## Why compressed BAs pushes harder than stretched BAs pulls

Boron arsenide resists compression much more strongly than it resists an equal expansion, mainly because its bonds lose stiffness as they lengthen. The smallest cell lies 16% below the zero-pressure volume and the largest 15% above it, yet the first pushes outward 2.4 times as hard as the second pulls inward; only a small part of that ratio is owed to the slightly larger compression. Perfect springs in the bond length would supply, through geometry alone, about two fifths of the curvature near zero pressure. The larger part comes from bonds that are stiffer than such a spring when shortened and softer when lengthened.

Zincblende BAs at fixed volumes, obtained by uniformly straining the r²SCAN-relaxed cell, computed with Ansatz 0.2.0 using density functional theory (PBE, spin-unpolarised) with plane waves and PAW. The plane-wave cutoff is 420 eV, the k mesh 10×10×10 and the Fermi–Dirac smearing width 0.02 eV. Pressure is positive in compression.

| volume (Å³/atom) | shortest distance (Å) | pressure (GPa) |
| --- | --- | --- |
| 11.658 | 1.964 | 33.11 |
| 12.396 | 2.004 | 19.08 |
| 13.022 | 2.037 | 9.86 |
| 13.342 | 2.054 | 5.91 |
| 13.480 | 2.061 | 4.35 |
| 13.684 | 2.071 | 2.17 |
| 14.309 | 2.102 | -3.55 |
| 14.326 | 2.103 | -3.69 |
| 15.027 | 2.137 | -8.68 |
| 16.014 | 2.183 | -13.79 |

Positive pressure means that the cell would expand if released, negative pressure that it would contract. Every cell is given the same zincblende structure, with four neighbours around each atom, and all ten are semiconductors. Uniform strain leaves the bond angles alone, so the energy can be followed as a function of one length, the shortest distance $d$.

### A constant slope

The tempting explanation is Hooke's law for the volume: pressure proportional to the volume change. With $V$ the volume per atom, $V_0$ its value at zero pressure and $B_0$ the bulk modulus there, it reads $P=B_0(1-V/V_0)$. For small strains this must hold, since any smooth curve looks straight close up. At 13.684 Å³/atom the line is only 4% below the computed pressure of 2.17 GPa.

The opposite limit exposes the flaw. If the volume shrank towards nothing, the line would end at the finite pressure $B_0$, as though atoms could be crushed into a point at modest cost. The error is already large within the table: for the smallest cell the line gives 21 GPa where the calculation gives 33. It also makes push and pull almost equal at the two ends, with a ratio of 1.07.

### Perfect springs in a shrinking cell

A better idea is that each bond is a perfect spring, whose force is proportional to its change of length. Pressure is force per area, and the area belonging to each bond shrinks as $d^2$. The same spring force therefore makes more pressure in a compressed crystal than in a stretched one. The bond length also follows only the cube root of the volume, which adds a smaller bend in the same direction. Even perfect springs give a bent pressure curve.

The formula follows in two steps. Pressure is $P=-\mathrm{d}E/\mathrm{d}V$, where $E$ is the energy per atom, and $V$ grows as $d^3$. For a spring energy proportional to $(d-d_0)^2$, with $d_0$ the bond length at zero pressure and $x=d/d_0$, this gives

$$P=3B_0\,\frac{1-x}{x^2}.$$

With the same $V_0$ and $B_0$ as the line, the springs raise the ratio of push to pull from 1.07 to 1.46. The computed ratio is 2.40, so geometry works in the right direction but leaves much of the asymmetry unexplained. Choosing both spring constants afresh to suit all ten cells does not rescue the idea: the typical error is still 2 GPa.

The limit of long bonds shows what is wrong. A perfect spring pulls harder the further it is stretched, without end. A real crystal drawn apart must finally become separate atoms that hardly attract each other, so its restoring force has to fall below that of the spring.

### Bonds that weaken as they lengthen

The simplest repair multiplies the spring force by an exponential that decreases with length:

$$P=3B_0\,\frac{1-x}{x^2}\,e^{\eta(1-x)}.$$

This is the Vinet equation, and $\eta$ measures how fast the bond weakens. At $x=1$ the exponential is one, so the stiffness for small strains is unchanged. In compression it strengthens the push, and in tension it weakens the pull.

The constants were fitted to the six cells between 13.022 and 14.326 Å³/atom, where strains are small. They give $V_0=13.90$ Å³/atom, $B_0=131.5$ GPa and a pressure derivative of the bulk modulus $B_0'=4.12$. So narrow a range does not secure the final digit of $B_0'$. Taken as fitted, it fixes $\eta=\tfrac32(B_0'-1)=4.69$.

The smallest cell, which took no part in the fit, tests how far the law extrapolates. Its volume is 16.16% below $V_0$, so $x=(1-0.1616)^{1/3}=0.9429$, and

$$P=3(131.5\ \text{GPa})\,\frac{0.0571}{0.8891}\,e^{4.69\times0.0571}
=25.3\ \text{GPa}\times1.31=33.1\ \text{GPa}.$$

The first factor is the pressure of perfect springs; the exponential raises it by nearly a third and so reaches the computed value. All four strongly strained cells are predicted to within 0.05 GPa, as the printed analysis below shows.

The energies tell the same story. Relative to the cell at 13.684 Å³/atom, the smallest cell costs 199 meV per atom and the largest only 101. The pressure law, summed over volume, reproduces both to about 0.1 meV per atom. Since energies and pressures come from the same calculation, this tests their consistency and the shape of the law, not its agreement with nature.

### How much is geometry?

Near zero pressure the bending of the curve can be divided between the two effects. The second derivative of pressure with respect to volume is $B_0(1+B_0')/V_0^2$. The straight line has $B_0'=-1$ and hence no bending, while perfect springs have $B_0'=1$. Geometry therefore contributes $2/(1+4.12)=0.39$ of the curvature, and the weakening of the bonds contributes the rest. This division holds for a reference that is quadratic in $d$. An energy quadratic in $\ln V$ has $B_0'=2$, and one quadratic in $1/d^2$, the second-order Birch–Murnaghan law, has $B_0'=4$; seen as functions of $d$, both already contain a stiffness that falls as the bond lengthens.

The practical consequence is that one bulk modulus does not serve the whole range. Its mean value is 229 GPa between the two smallest cells and 80 GPa between the two largest. Using the zero-pressure value throughout underestimates the pressure needed for strong compression and overestimates the resistance to strong expansion. The same reasoning applies to other crystals whose bond lengths all scale with the cell edge, such as diamond or rock salt: the faster the bond stiffness falls for a given percentage of stretch, the more lopsided the response. It does not carry over to open frameworks such as quartz, which can change volume by tilting their units while the bonds hardly change length.

### What the weakening stands for

Within the table the pull of the stretched bonds, pressure times $d^2$, still grows up to the largest cell; what falls is the stiffness. Theory offers a reason. When atoms approach, the Pauli principle forces their electrons into states of higher kinetic energy, and this repulsion rises steeply. When they separate, the orbital overlap that holds them together dies away. The kinetic term of these calculations does rise on compression, from 149.9 eV per cell at 14.326 Å³/atom to 154.1 eV at 13.022, but it covers only the smooth part of the orbitals, and the pressures do not isolate the two contributions. Nor do they single out the exponential: the second-order Birch–Murnaghan law, whose fixed $B_0'=4$ lies close to the fitted value, is expected to follow these cells nearly as well. "Bond" here stands for the energy of the whole crystal as a function of bond length, with more distant neighbours included.

The position of zero pressure depends on the density functional. The cell at 13.684 Å³/atom was taken from r²SCAN, another functional, and its 2.17 GPa reflects the larger volume that PBE prefers, not an applied load. Atomic vibrations, absent from this static calculation, would also shift the balance point of a real crystal. A comparison with a measured compression curve should therefore count volume changes from each curve's own zero-pressure volume.

Output of the analysis:

```
fit of pressure on 6 rows (near): coefficient of exp(-s*(d-2.08))/d**2 2.062 +/- 0.0062, coefficient of (d-2.08)*exp(-s*(d-2.08))/d**2 -826 +/- 0.23, s 2.25; rms 0.00227, worst 13.48 -0.00386, leave-one-out rms 0.00431
  rows outside the fit (model, value, miss): 11.658 33.06, 33.11, -0.0474; 12.396 19.07, 19.08, -0.00973; 15.027 -8.682, -8.68, -0.00226; 16.014 -13.81, -13.79, -0.0155
fit of pressure on 10 rows: coefficient of 1/d**2 8.625 +/- 3.2, coefficient of (d-2.08)/d**2 -897.2 +/- 51; rms 2.03, worst 11.658 -3.81, leave-one-out rms 3.25
pressures in GPa and energies above row 13.684 in meV per atom:
     row  straight line  perfect spring  softening bond  computed energy  energy from softening bond
  11.658          21.24           25.31           33.06            198.7                       198.6
  12.396          14.26           15.99           19.07            79.98                       80.04
  13.022          8.346            8.91            9.86            24.21                       24.22
  13.342           5.32           5.544           5.911            8.545                       8.545
   13.48          4.015           4.142           4.346             4.13                       4.133
  13.684          2.086            2.12           2.174                0                           0
  14.309         -3.823          -3.715          -3.551            3.125                       3.116
  14.326         -3.984          -3.866          -3.689            3.495                         3.5
  15.027         -10.61          -9.817          -8.682            31.04                       31.04
  16.014         -19.94           -17.3          -13.81            101.2                       101.3
volume at zero pressure in A^3 per atom: 13.9
bulk modulus at zero pressure in GPa: 131.5
pressure derivative of the bulk modulus at zero pressure: 4.124
volume change of the smallest cell from zero pressure in percent: -16.16
volume change of the largest cell from zero pressure in percent: 15.17
size of pressure at smallest over largest cell, computed: 2.401
same ratio, straight line: 1.065
same ratio, perfect spring: 1.462
mean bulk modulus between the two smallest cells in GPa: 228.6
mean bulk modulus between the two largest cells in GPa: 80.33
perfect spring less computed pressure, smallest cell in GPa: -7.803
perfect spring less computed pressure, largest cell in GPa: -3.514
largest miss of the energy from the softening bond in meV per atom: 0.1164
```
